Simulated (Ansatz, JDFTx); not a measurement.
Given: the input of a run of Ansatz 0.2.0 on Mo. 

File input.yaml:

```yaml
crystal:
  lattice:
    - [-1.5838089719, 1.5838089719, 1.5838089719]
    - [1.5838089719, -1.5838089719, 1.5838089719]
    - [1.5838089719, 1.5838089719, -1.5838089719]
  atoms:
    - { symbol: Mo, position: [0.0, 0.0, 0.0] }
hamiltonian:
  xc: pbe
  pseudopotentials: { kind: paw }
kpoints:
  mp_grid: { grid: [12, 12, 12] }
scf:
  occupations: { method: fermi_dirac, width: 0.05 }
output:
  forces: true
  stress: true
relax:
  f_tol: 0.01
  max_steps: 40
  cell: { stress_tol: 0.05 }
```

Potentials or basis: Ansatz PAW.

Run with:

```console
$ ansatz run input.yaml --threads 2 --pin off --max-ram 5632MiB --backend cpu --events-out ev --progress --plain --runs-dir out
```

Task: What does the same run look like in JDFTx 1.7.0 (patched build)? Potentials or basis there: PseudoDojo-SR-PBE-0.5-standard, cutoff 1088 eV.

Result: As run (cutoffs and basis follow the program's own potentials, and thresholds, step limits or extra output files can differ):

The input Mo.in:

```
lattice \
   -1.5838089719     1.5838089719     1.5838089719 \
    1.5838089719    -1.5838089719     1.5838089719 \
    1.5838089719     1.5838089719    -1.5838089719
latt-scale 1.889726124626 1.889726124626 1.889726124626
coords-type Lattice
ion Mo     0.0000000000     0.0000000000     0.0000000000 1

ion-species pseudo/Mo.upf
elec-cutoff 40
elec-ex-corr gga-PBE
kpoint-folding 12 12 12
elec-smearing Fermi 0.0018374661
elec-n-bands 13
electronic-SCF nIterations 100 energyDiffThreshold 1e-10
electronic-minimize nIterations 30 energyDiffThreshold 1e-7
forces-output-coords Cartesian
lattice-minimize nIterations 30 energyDiffThreshold 1e-7

dump-name run.$VAR
dump End Ecomponents EigStats BandEigs Kpoints Forces Stress
```

Potentials or basis: PseudoDojo-SR-PBE-0.5-standard.

Launch:

```sh
$ jdftx -c 1 -i Mo.in -o Mo.out
```

Both were run:

|  | Ansatz | JDFTx |
| --- | --- | --- |
| Relaxed volume | 15.78 Å³/atom | 15.80 Å³/atom |
| Relaxed cell | a = 2.737 Å, b = 2.737 Å, c = 2.737 Å, α = 109.47°, β = 109.47°, γ = 109.47° | a = 2.738 Å, b = 2.738 Å, c = 2.738 Å, α = 109.47°, β = 109.47°, γ = 109.47° |
| Space group after relaxing | Im-3m (No. 229) | Im-3m (No. 229) |
| Pressure after relaxing | 0.0 GPa | 0.0 GPa |

Ansatz's pressure holds a Pulay term of +0.05 GPa for its cutoff of 420 eV, which the other run lacks.

Where Ansatz's input types no cutoff or centring, it takes its own default and a Γ-centred mesh.

Pressure is positive in compression.
